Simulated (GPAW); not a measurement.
# FePt (Tetraferroplatinum) (P4/mmm) in GPAW: relaxation of cell and atoms with LDA

Aim: the relaxation of cell and atoms of FePt (Tetraferroplatinum) with LDA.

Program: GPAW 26.7.0. These are calculated values, not measurements. Logs are shortened: lines on timing, memory, paths and dates and some standing lists are left out, and cuts for length are marked. The log counts tension as positive stress, the text compression.

## (1) The structure

It takes space group P4/mmm (No. 123, tetragonal). Conventional cell: a = 2.724 Å, b = 2.724 Å, c = 3.720 Å, α = 90.00°, β = 90.00°, γ = 90.00°. Around Pt (site symmetry 4/mmm) lie 8 Fe at 2.68 Å and 4 Pt at 2.72 Å. Fe (site symmetry 4/mmm) has 8 Pt at 2.68 Å and 4 Fe at 2.72 Å as nearest neighbours.

## (2) Relaxation of cell and atoms, LDA, collinear spin, ferromagnetic start, target pressure 10 GPa, at which the enthalpy is minimised

The input, run.py:

```python
from ase.filters import FrechetCellFilter
from ase.io import read, write
from ase.optimize import BFGS
from ase.units import GPa
from gpaw import GPAW, PW

atoms = read('POSCAR')
atoms.set_initial_magnetic_moments([0.0, 3.0])

calc = GPAW(mode=PW(600),
            xc='LDA',
            kpts={'size': (7, 7, 5), 'gamma': True},
            occupations={'name': 'fermi-dirac', 'width': 0.05},
            nbands=24,
            convergence={'density': 1e-06, 'energy': 1e-06, 'eigenstates': 1e-10},
            maxiter=150,
            txt='gpaw.txt')
atoms.calc = calc
opt = BFGS(FrechetCellFilter(atoms, scalar_pressure=10 * GPa), trajectory='relax.traj', logfile='-')
done = opt.run(fmax=0.05, steps=100)
calc.write('gs.gpw')
write('result.traj', atoms)
print('Converged:', done)
print('Cell:', atoms.cell.cellpar().round(4))
print('Volume:', round(atoms.get_volume(), 4))
print(atoms.get_scaled_positions().round(5))
```

The input, POSCAR:

```
FePt
1.0
    2.7235000000      0.0000000000      0.0000000000
    0.0000000000      2.7235000000      0.0000000000
    0.0000000000      0.0000000000      3.7200000000
Pt Fe
1 1
Direct
    0.5000000000      0.5000000000      0.5000000000
    0.0000000000      0.0000000000      0.0000000000
```

Potentials or basis: the program's PAW data sets (release 1.2.1) made for this functional, pw.

Started as:

```sh
OMP_NUM_THREADS=1 python run.py
```

gpaw.txt:

```text
__  _  _
 | _ |_)|_||  |
 |__||  | ||/\| - 26.7.0

Input parameters:
  mode=PW(ecut=600.0),
  convergence={'density': 1e-06, 'energy': 1e-06, 'eigenstates': 1e-10},
  kpts=MonkhorstPack(size=(7, 7, 5), gamma=True),
  maxiter=150,
  nbands=24,
  occupations=Occupations(name='fermi-dirac', width=0.05),
  xc=XC(name='LDA')

Diagonalizing LCAO Hamiltonian
Converting LCAO to pw mode
   .------.
  /|      |
 * |      |
 | |      |
 | | Pt   |
 | .------.
 |/      /
 Fe-----*

Atoms  # Å, Bohr magnetons
|   | symbol |        x |        y |        z |    initial magnetic moments |
|---|--------|----------|----------|----------|-----------------------------|
| 0 |     Pt | 1.361750 | 1.361750 | 1.860000 | ( 0.0000,  0.0000,  0.0000) |
| 1 |     Fe | 0.000000 | 0.000000 | 0.000000 | ( 0.0000,  0.0000,  3.0000) |

Unit cell  # Å
| periodic |        x |        y |        z |  lengths |    angles |
|----------|----------|----------|----------|----------|-----------|
|      yes | 2.723500 | 0.000000 | 0.000000 | 2.723500 | 90.000000 |
|      yes | 0.000000 | 2.723500 | 0.000000 | 2.723500 | 90.000000 |
|      yes | 0.000000 | 0.000000 | 3.720000 | 3.720000 | 90.000000 |

Number of symmetries: 16
Symmetry operations  # r_c * U_cc + t_c -> r_c
|    | kind |            matrix            |
|----|------|------------------------------|
|  0 |  E   |  1, 0, 0,  0, 1, 0,  0, 0, 1 |
|  1 |  σ   |  1, 0, 0,  0, 1, 0,  0, 0,-1 |
|  2 |  σ   |  1, 0, 0,  0,-1, 0,  0, 0, 1 |
|  3 |  C2  |  1, 0, 0,  0,-1, 0,  0, 0,-1 |
|  4 |  σ   |  0, 1, 0,  1, 0, 0,  0, 0, 1 |
|  5 |  C2  |  0, 1, 0,  1, 0, 0,  0, 0,-1 |
|  6 |  C4  |  0, 1, 0, -1, 0, 0,  0, 0, 1 |
|  7 |  S4  |  0, 1, 0, -1, 0, 0,  0, 0,-1 |
|  8 |  C4  |  0,-1, 0,  1, 0, 0,  0, 0, 1 |
[... 214 lines left out ...]
Stress tensor  # eV/Ang^3
|        x |        y |        z |
|----------|----------|----------|
| 0.086657 | 0.000000 | 0.000000 |
| 0.000000 | 0.086657 | 0.000000 |
| 0.000000 | 0.000000 | 0.068742 |

Forces  # eV/Ang
|        x |       y |       z |
|----------|---------|---------|
| -0.00000 | 0.00000 | 0.00000 |  # Pt   0
| -0.00000 | 0.00000 | 0.00000 |  # Fe   1

Interpolating wave functions to new cell
   .------.
  /|      |
 * |      |
 | |  Pt  |
 | |      |
 | .------.
 |/      /
 Fe-----*

Atoms  # Å, Bohr magnetons
|   | symbol |         x |        y |        z |    initial magnetic moments |
|---|--------|-----------|----------|----------|-----------------------------|
| 0 |     Pt |  1.341892 | 1.341892 | 1.836114 | ( 0.0000,  0.0000,  0.3435) |
| 1 |     Fe | -0.000000 | 0.000000 | 0.000000 | ( 0.0000,  0.0000,  2.7812) |

Unit cell  # Å
| periodic |        x |        y |        z |  lengths |    angles |
|----------|----------|----------|----------|----------|-----------|
|      yes | 2.683783 | 0.000000 | 0.000000 | 2.683783 | 90.000000 |
|      yes | 0.000000 | 2.683783 | 0.000000 | 2.683783 | 90.000000 |
|      yes | 0.000000 | 0.000000 | 3.672228 | 3.672228 | 90.000000 |

Number of symmetries: 16
Symmetry operations  # r_c * U_cc + t_c -> r_c
|    | kind |            matrix            |
|----|------|------------------------------|
|  0 |  E   |  1, 0, 0,  0, 1, 0,  0, 0, 1 |
|  1 |  σ   |  1, 0, 0,  0, 1, 0,  0, 0,-1 |
|  2 |  σ   |  1, 0, 0,  0,-1, 0,  0, 0, 1 |
|  3 |  C2  |  1, 0, 0,  0,-1, 0,  0, 0,-1 |
|  4 |  σ   |  0, 1, 0,  1, 0, 0,  0, 0, 1 |
|  5 |  C2  |  0, 1, 0,  1, 0, 0,  0, 0,-1 |
|  6 |  C4  |  0, 1, 0, -1, 0, 0,  0, 0, 1 |
|  7 |  S4  |  0, 1, 0, -1, 0, 0,  0, 0,-1 |
|  8 |  C4  |  0,-1, 0,  1, 0, 0,  0, 0, 1 |
[... 210 lines left out ...]
Stress tensor  # eV/Ang^3
|        x |        y |        z |
|----------|----------|----------|
| 0.037187 | 0.000000 | 0.000000 |
| 0.000000 | 0.037187 | 0.000000 |
| 0.000000 | 0.000000 | 0.009964 |

Forces  # eV/Ang
|        x |       y |       z |
|----------|---------|---------|
|  0.00000 | 0.00000 | 0.00000 |  # Pt   0
| -0.00000 | 0.00000 | 0.00000 |  # Fe   1

Interpolating wave functions to new cell

           Pt

       Fe

Atoms  # Å, Bohr magnetons
|   | symbol |        x |        y |         z |    initial magnetic moments |
|---|--------|----------|----------|-----------|-----------------------------|
| 0 |     Pt | 1.309642 | 1.309642 |  1.803874 | ( 0.0000,  0.0000,  0.3244) |
| 1 |     Fe | 0.000000 | 0.000000 | -0.000000 | ( 0.0000,  0.0000,  2.6822) |

Unit cell  # Å
| periodic |         x |         y |        z |  lengths |    angles |
|----------|-----------|-----------|----------|----------|-----------|
|      yes |  2.619284 | -0.000000 | 0.000000 | 2.619284 | 90.000000 |
|      yes | -0.000000 |  2.619284 | 0.000000 | 2.619284 | 90.000000 |
|      yes |  0.000000 | -0.000000 | 3.607749 | 3.607749 | 90.000000 |

Number of symmetries: 16
Symmetry operations  # r_c * U_cc + t_c -> r_c
|    | kind |            matrix            |
|----|------|------------------------------|
|  0 |  E   |  1, 0, 0,  0, 1, 0,  0, 0, 1 |
|  1 |  σ   |  1, 0, 0,  0, 1, 0,  0, 0,-1 |
|  2 |  σ   |  1, 0, 0,  0,-1, 0,  0, 0, 1 |
|  3 |  C2  |  1, 0, 0,  0,-1, 0,  0, 0,-1 |
|  4 |  σ   |  0, 1, 0,  1, 0, 0,  0, 0, 1 |
|  5 |  C2  |  0, 1, 0,  1, 0, 0,  0, 0,-1 |
|  6 |  C4  |  0, 1, 0, -1, 0, 0,  0, 0, 1 |
|  7 |  S4  |  0, 1, 0, -1, 0, 0,  0, 0,-1 |
|  8 |  C4  |  0,-1, 0,  1, 0, 0,  0, 0, 1 |
[... 207 lines left out ...]
No gap
No difference between direct/indirect transitions

Stress tensor  # eV/Ang^3
|         x |         y |         z |
|-----------|-----------|-----------|
| -0.076173 |  0.000000 |  0.000000 |
|  0.000000 | -0.076173 |  0.000000 |
|  0.000000 |  0.000000 | -0.099293 |

Forces  # eV/Ang
|        x |        y |       z |
|----------|----------|---------|
| -0.00000 | -0.00000 | 0.00000 |  # Pt   0
|  0.00000 |  0.00000 | 0.00000 |  # Fe   1

Interpolating wave functions to new cell

           Pt

       Fe

Atoms  # Å, Bohr magnetons
|   | symbol |        x |        y |         z |    initial magnetic moments |
|---|--------|----------|----------|-----------|-----------------------------|
| 0 |     Pt | 1.314098 | 1.314098 |  1.811885 | ( 0.0000,  0.0000,  0.3110) |
| 1 |     Fe | 0.000000 | 0.000000 | -0.000000 | ( 0.0000,  0.0000,  2.5366) |

Unit cell  # Å
| periodic |        x |         y |         z |  lengths |    angles |
|----------|----------|-----------|-----------|----------|-----------|
|      yes | 2.628196 | -0.000000 |  0.000000 | 2.628196 | 90.000000 |
|      yes | 0.000000 |  2.628196 | -0.000000 | 2.628196 | 90.000000 |
|      yes | 0.000000 | -0.000000 |  3.623769 | 3.623769 | 90.000000 |

Number of symmetries: 16
Symmetry operations  # r_c * U_cc + t_c -> r_c
|    | kind |            matrix            |
|----|------|------------------------------|
|  0 |  E   |  1, 0, 0,  0, 1, 0,  0, 0, 1 |
|  1 |  σ   |  1, 0, 0,  0, 1, 0,  0, 0,-1 |
|  2 |  σ   |  1, 0, 0,  0,-1, 0,  0, 0, 1 |
|  3 |  C2  |  1, 0, 0,  0,-1, 0,  0, 0,-1 |
|  4 |  σ   |  0, 1, 0,  1, 0, 0,  0, 0, 1 |
|  5 |  C2  |  0, 1, 0,  1, 0, 0,  0, 0,-1 |
|  6 |  C4  |  0, 1, 0, -1, 0, 0,  0, 0, 1 |
|  7 |  S4  |  0, 1, 0, -1, 0, 0,  0, 0,-1 |
|  8 |  C4  |  0,-1, 0,  1, 0, 0,  0, 0, 1 |
[... 206 lines left out ...]
No gap
No difference between direct/indirect transitions

Stress tensor  # eV/Ang^3
|         x |         y |         z |
|-----------|-----------|-----------|
| -0.054719 |  0.000000 |  0.000000 |
|  0.000000 | -0.054719 |  0.000000 |
|  0.000000 |  0.000000 | -0.076866 |

Forces  # eV/Ang
|        x |        y |       z |
|----------|----------|---------|
|  0.00000 |  0.00000 | 0.00000 |  # Pt   0
| -0.00000 | -0.00000 | 0.00000 |  # Fe   1

Interpolating wave functions to new cell

           Pt

       Fe

Atoms  # Å, Bohr magnetons
|   | symbol |        x |        y |         z |    initial magnetic moments |
|---|--------|----------|----------|-----------|-----------------------------|
| 0 |     Pt | 1.313297 | 1.313297 |  1.814990 | ( 0.0000,  0.0000,  0.3096) |
| 1 |     Fe | 0.000000 | 0.000000 | -0.000000 | ( 0.0000,  0.0000,  2.5598) |

Unit cell  # Å
| periodic |        x |         y |         z |  lengths |    angles |
|----------|----------|-----------|-----------|----------|-----------|
|      yes | 2.626595 |  0.000000 | -0.000000 | 2.626595 | 90.000000 |
|      yes | 0.000000 |  2.626595 | -0.000000 | 2.626595 | 90.000000 |
|      yes | 0.000000 | -0.000000 |  3.629981 | 3.629981 | 90.000000 |

Number of symmetries: 16
Symmetry operations  # r_c * U_cc + t_c -> r_c
|    | kind |            matrix            |
|----|------|------------------------------|
|  0 |  E   |  1, 0, 0,  0, 1, 0,  0, 0, 1 |
|  1 |  σ   |  1, 0, 0,  0, 1, 0,  0, 0,-1 |
|  2 |  σ   |  1, 0, 0,  0,-1, 0,  0, 0, 1 |
|  3 |  C2  |  1, 0, 0,  0,-1, 0,  0, 0,-1 |
|  4 |  σ   |  0, 1, 0,  1, 0, 0,  0, 0, 1 |
|  5 |  C2  |  0, 1, 0,  1, 0, 0,  0, 0,-1 |
|  6 |  C4  |  0, 1, 0, -1, 0, 0,  0, 0, 1 |
|  7 |  S4  |  0, 1, 0, -1, 0, 0,  0, 0,-1 |
|  8 |  C4  |  0,-1, 0,  1, 0, 0,  0, 0, 1 |
[... 205 lines left out ...]
No gap
No difference between direct/indirect transitions

Stress tensor  # eV/Ang^3
|         x |         y |         z |
|-----------|-----------|-----------|
| -0.054848 |  0.000000 |  0.000000 |
|  0.000000 | -0.054848 |  0.000000 |
|  0.000000 |  0.000000 | -0.074048 |

Forces  # eV/Ang
|        x |       y |       z |
|----------|---------|---------|
|  0.00000 | 0.00000 | 0.00000 |  # Pt   0
| -0.00000 | 0.00000 | 0.00000 |  # Fe   1

Interpolating wave functions to new cell

           Pt

       Fe

Atoms  # Å, Bohr magnetons
|   | symbol |        x |        y |         z |    initial magnetic moments |
|---|--------|----------|----------|-----------|-----------------------------|
| 0 |     Pt | 1.306812 | 1.306812 |  1.833094 | ( 0.0000,  0.0000,  0.3081) |
| 1 |     Fe | 0.000000 | 0.000000 | -0.000000 | ( 0.0000,  0.0000,  2.5608) |

Unit cell  # Å
| periodic |        x |         y |         z |  lengths |    angles |
|----------|----------|-----------|-----------|----------|-----------|
|      yes | 2.613624 | -0.000000 | -0.000000 | 2.613624 | 90.000000 |
|      yes | 0.000000 |  2.613624 | -0.000000 | 2.613624 | 90.000000 |
|      yes | 0.000000 | -0.000000 |  3.666189 | 3.666189 | 90.000000 |

Number of symmetries: 16
Symmetry operations  # r_c * U_cc + t_c -> r_c
|    | kind |            matrix            |
|----|------|------------------------------|
|  0 |  E   |  1, 0, 0,  0, 1, 0,  0, 0, 1 |
|  1 |  σ   |  1, 0, 0,  0, 1, 0,  0, 0,-1 |
|  2 |  σ   |  1, 0, 0,  0,-1, 0,  0, 0, 1 |
|  3 |  C2  |  1, 0, 0,  0,-1, 0,  0, 0,-1 |
|  4 |  σ   |  0, 1, 0,  1, 0, 0,  0, 0, 1 |
|  5 |  C2  |  0, 1, 0,  1, 0, 0,  0, 0,-1 |
|  6 |  C4  |  0, 1, 0, -1, 0, 0,  0, 0, 1 |
|  7 |  S4  |  0, 1, 0, -1, 0, 0,  0, 0,-1 |
|  8 |  C4  |  0,-1, 0,  1, 0, 0,  0, 0, 1 |
[... 206 lines left out ...]
No gap
No difference between direct/indirect transitions

Stress tensor  # eV/Ang^3
|         x |         y |         z |
|-----------|-----------|-----------|
| -0.061242 |  0.000000 |  0.000000 |
|  0.000000 | -0.061242 | -0.000000 |
|  0.000000 | -0.000000 | -0.062792 |

Forces  # eV/Ang
|        x |       y |       z |
|----------|---------|---------|
|  0.00000 | 0.00000 | 0.00000 |  # Pt   0
| -0.00000 | 0.00000 | 0.00000 |  # Fe   1

# Writing to gs.gpw (mode='')
```

Wall time 2.7 min (1 thread of Arm Neoverse V1, shared host); peak memory 0.25 GiB.

What came out:

| Property | Result |
| --- | --- |
| Free energy | -18.2942 eV |
| Relaxed volume | 12.52 Å³/atom |
| Relaxed cell | a = 2.614 Å, b = 2.614 Å, c = 3.666 Å, α = 90.00°, β = 90.00°, γ = 90.00° |
| Space group after relaxing (to 0.05 Å) | P4/mmm (No. 123) |
| Energy change on relaxing (the enthalpy is what falls) | -25.7 meV/atom |
| Ionic steps | 6 |
| Pressure after relaxing | 9.9 GPa |
| Band gap on the k mesh | none (metal or under the smearing width) |
| Net moment | 2.90 μB per cell |
| Site moments | Pt +0.30; Fe +2.56 μB |

Stress tensor (GPa, compression positive):
```
 9.81  0.00  0.00
 0.00  9.81  0.00
 0.00  0.00 10.06
```

The path:
| step | energy change (eV) | largest force (eV/Å) | pressure (GPa) | volume (Å³) |
| --- | --- | --- | --- | --- |
| 1 | 0.0000 | 0.0000 | -12.93 | 27.59 |
| 2 | -0.0647 | 0.0000 | -4.50 | 26.45 |
| 3 | -0.0257 | 0.0000 | 13.44 | 24.75 |
| 4 | -0.0471 | 0.0000 | 9.95 | 25.03 |
| 5 | -0.0487 | 0.0000 | 9.81 | 25.04 |
| 6 | -0.0513 | 0.0000 | 9.89 | 25.04 |

Final structure:
```
Pt Fe
1.0
     2.61362    0.00000    0.00000
     0.00000    2.61362    0.00000
     0.00000    0.00000    3.66619
Pt Fe
1 1
Direct
  0.50000 0.50000 0.50000
  0.00000 0.00000 0.00000
```

Caveat: each step starts from the last one's moments, so a moment once lost doesn't come back; later steps reuse the first step's grids.
